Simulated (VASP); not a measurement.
**VASP 6.6.1 run: BP**

INCAR

```
EDIFF = 1E-7
ISIF = 3
LCHARG = .FALSE.
ISMEAR = -1
LREAL = .FALSE.
SIGMA = 0.02
NBANDS = 11
PREC = Accurate
METAGGA = R2SCAN
LWAVE = .FALSE.
IBRION = 2
LASPH = .TRUE.
PSTRESS = -30
EDIFFG = -5E-3
NSW = 40
NELM = 65
ALGO = Normal
ENCUT = 600
```

KPOINTS

```
KPOINTS created by Atomic Simulation Environment
0
Gamma
10 10 10
0 0 0
```

POSCAR

```
B  P
 1.0000000000000000
     0.0000000000000000    2.1562587605723387    2.1562587605723387
     2.1562587605723387    0.0000000000000000    2.1562587605723387
     2.1562587605723387    2.1562587605723387    0.0000000000000000
 B   P
   1   1
Cartesian
  0.0000000000000000 -0.0000000000000000 -0.0000000000000000
  2.1562587605723387  2.1562587605723387  2.1562587605723387
```

The recommended PBE PAW datasets give the neutral cell 8 valence electrons.

Command

```
mpirun -np 1 vasp_std
```

**Question.** How does this run end, and what does it give?

**Answer.** It converged. Results: relaxed cell vector lengths 3.069, 3.069, 3.069 Å; relaxed cell volume 20.43 Å³.

OSZICAR

```
N       E                     dE             d eps       ncg     rms          rms(c)
DAV:   1     0.685935157461E+01    0.68594E+01   -0.46319E+03  1034   0.775E+02
DAV:   2    -0.157869088647E+02   -0.22646E+02   -0.21682E+02  1379   0.120E+02
DAV:   3    -0.163795410038E+02   -0.59263E+00   -0.58858E+00  1294   0.163E+01
DAV:   4    -0.163812203979E+02   -0.16794E-02   -0.16781E-02  1192   0.997E-01
DAV:   5    -0.163812247749E+02   -0.43770E-05   -0.43754E-05  1238   0.518E-02    0.692E+00
DAV:   6    -0.148264379945E+02    0.15548E+01   -0.55625E-01  1114   0.401E+00    0.408E+00
DAV:   7    -0.148527319453E+02   -0.26294E-01   -0.68145E-02  1301   0.145E+00    0.135E+00
DAV:   8    -0.148561328432E+02   -0.34009E-02   -0.35076E-03  1112   0.553E-01    0.150E-01
DAV:   9    -0.148563174689E+02   -0.18463E-03   -0.25379E-04  1200   0.146E-01    0.585E-02
DAV:  10    -0.148563278373E+02   -0.10368E-04   -0.10639E-05  1176   0.331E-02    0.941E-03
...
   2 F= -.15234593E+02 E0= -.15232909E+02  d E =-.282312E-02
       N       E                     dE             d eps       ncg     rms          rms(c)
DAV:   1    -0.148521012644E+02   -0.14831E-02   -0.30593E-03  1064   0.329E-01    0.740E-02
DAV:   2    -0.148520747312E+02    0.26533E-04   -0.15471E-04  1139   0.744E-02    0.416E-02
DAV:   3    -0.148520672561E+02    0.74751E-05   -0.29523E-05  1165   0.322E-02    0.101E-02
DAV:   4    -0.148520676322E+02   -0.37616E-06   -0.13946E-06  1081   0.933E-03    0.805E-03
DAV:   5    -0.148520682305E+02   -0.59824E-06   -0.44272E-07  1097   0.657E-03    0.472E-03
DAV:   6    -0.148520683775E+02   -0.14706E-06   -0.91092E-09   532   0.888E-04    0.229E-04
DAV:   7    -0.148520683789E+02   -0.13574E-08   -0.58387E-10   517   0.255E-04
   3 F= -.15234690E+02 E0= -.15233002E+02  d E =-.291959E-02
```

```tsv
ionic step	ΔH (meV/atom)	volume (Å³)	largest force (eV/Å)	pressure (GPa)	electronic steps
1	0.0	20.05	0.000	-0.51	11
2	-1.4	20.51	0.000	-3.43	7
3	-1.5	20.43	0.000	-2.99	7
```

For comparison, a separate r²SCAN relaxation on usual settings, not on those above, ends at 19.98 Å³.
